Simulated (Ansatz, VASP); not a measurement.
**Na in VASP and in Ansatz**

INCAR

```
SYSTEM = Na
  ALGO = Normal
  EDIFF = 1E-6
  ENCUT = 520
  GGA = PS
  ISIF = 2
  ISMEAR = -1
  LASPH = .True.
  LCHARG = .False.
  LREAL = .False.
  LWAVE = .False.
  NBANDS = 10
  NELM = 60
  PREC = Accurate
  SIGMA = 0.05
```

The input KPOINTS:

```
k-points
0
Gamma
  12 12 12
  0 0 0
```

POSCAR

```
Na
1.0
   -2.1175000000      2.1175000000      2.1810250000
    2.1175000000     -2.1175000000      2.1810250000
    2.1175000000      2.1175000000     -2.1810250000
Na
1
Direct
    0.0000000000      0.0000000000      0.0000000000
```

Input for Ansatz:

```yaml
crystal:
  lattice:
    - [-2.1175, 2.1175, 2.181025]
    - [2.1175, -2.1175, 2.181025]
    - [2.1175, 2.1175, -2.181025]
  atoms:
    - { symbol: Na, position: [0.0, 0.0, 0.0] }
kpoints:
  mp_grid: { grid: [12, 12, 12] }
  band_path:
    path:
      - [0.0, 0.0, 0.0]
      - [0.0, 0.0, 0.5]
      - [0.25, 0.25, 0.25]
      - [0.0, 0.5, 0.0]
      - [0.0, 0.0, 0.0]
      - [0.5, 0.5, -0.5]
      - [0.4856489773, 0.5143510227, -0.4856489773]
      - [-0.4856489773, 0.4856489773, 0.4856489773]
      - [0.0, 0.0, 0.0]
    npoints: 5
scf:
  occupations: { method: fermi_dirac, width: 0.05 }
hamiltonian:
  xc: pbesol
  pseudopotentials: { kind: all_electron, lapw: { basis_error: 0.00025 } }
output:
  forces: true
  stress: true
  eigenvalues: true
```

Change from the starting cell: zz strain of +3 %.

Alike in both runs: task single point; functional PBEsol; k mesh 12 × 12 × 12; occupations fermi-dirac, width 0.05 eV; no spin polarisation.

```csv
,VASP,Ansatz
version,VASP 6.6.1,Ansatz 0.2.0
potentials or method,"VASP PAW PBE potentials, release 64 (Na_pv)","all-electron LAPW, scalar-relativistic"
plane-wave cutoff (eV),520,see its input
```

```csv
,VASP,Ansatz,Ansatz less VASP
pressure (GPa),-0.5,-0.5,+0.02
```

Ansatz ran all-electron here, so the differences hold the error of VASP's frozen core and of both bases.

Caveats: the PAW data sets were made with another functional, which shifts forces and pressure a little (VASP).
